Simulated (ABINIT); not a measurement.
**Pb: single point with PBEsol**

Pb:

```xyz
1
Lattice="0.0000 2.4750 2.4750 2.4750 0.0000 2.4750 2.4750 2.4750 0.0000" Properties=species:S:1:pos:R:3 pbc="T T T"
Pb    0.0000    0.0000    0.0000
```

- Program: ABINIT 10.8.3 (patched build)
- Task: single point
- Functional: PBEsol
- Potentials or basis: JTH PAW PBE v2.0
- Cutoff: 463 eV
- k mesh: 12 × 12 × 12
- Occupations: fermi-dirac, width 0.05 eV
- Spin: no spin polarisation

```json
{"Band gap on the k mesh": "none (metal or under the smearing width)", "Valence electrons inside the program's atomic spheres": "Pb 11.40 (radii [1.2714] Å)"}
```

Levels at points of the mesh, in eV from the Fermi level:
```tsv
k point	band 3	band 4	band 5	band 6	band 7	band 8	band 9	band 10	band 11
(0.00, 0.00, 0.00)	-17.02	-16.88	-16.88	-11.80	7.36	7.36	7.36	9.81	11.25
(0.50, 0.00, 0.00)	-17.01	-16.74	-16.74	-8.17	-4.26	5.53	5.53	9.25	9.45
(0.50, 0.50, 0.00)	-16.75	-16.71	-16.71	-6.77	-3.32	2.00	2.00	5.36	6.67
```

Run time: 19 s on 1 thread of Arm Neoverse V2 (shared host), peak memory 0.11 GiB.

 Spin-orbit coupling is left out, which matters for the levels of Pb.
